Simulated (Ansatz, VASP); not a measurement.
# Two plane-wave programs on K

```
K
1.0
    -2.69756    2.69756    2.69756
     2.69756   -2.69756    2.69756
     2.69756    2.69756   -2.69756
K
1
Direct
  0.00000 0.00000 0.00000
```

Alike in both runs: task relaxation of cell and atoms; functional RPBE; k mesh 7 × 7 × 7; occupations fermi-dirac, width 0.05 eV; no spin polarisation.

```csv
,VASP,Ansatz
version,VASP 6.6.1,Ansatz 0.2.0
potentials or method,"VASP PAW PBE potentials, release 64 (K_sv)",Ansatz PAW
plane-wave cutoff (eV),600,420
valence electrons in the cell,9,9
```

|  | VASP | Ansatz | Ansatz less VASP |
| --- | --- | --- | --- |
| gap on the k mesh at the Fermi level, each at its own relaxed structure (eV) | none | none | - |
| relaxed volume (Å³/atom) | 80.22 | 80.30 | +0.073 |
| relaxed cell length with the largest relative difference (Å) | 4.706 | 4.707 | +0.0014 |

A gap of «none» marks a metal or a gap that the smearing closes.

Caveats: the PAW data sets were made with another functional, which shifts forces and pressure a little (VASP); the plane-wave basis is chosen anew once the cell has moved, so the energies of steps on either side of that aren't comparable (Ansatz); the PAW data sets come from PBE, with cores solved anew for the run's functional, which leaves a small shift of forces and pressure (Ansatz).
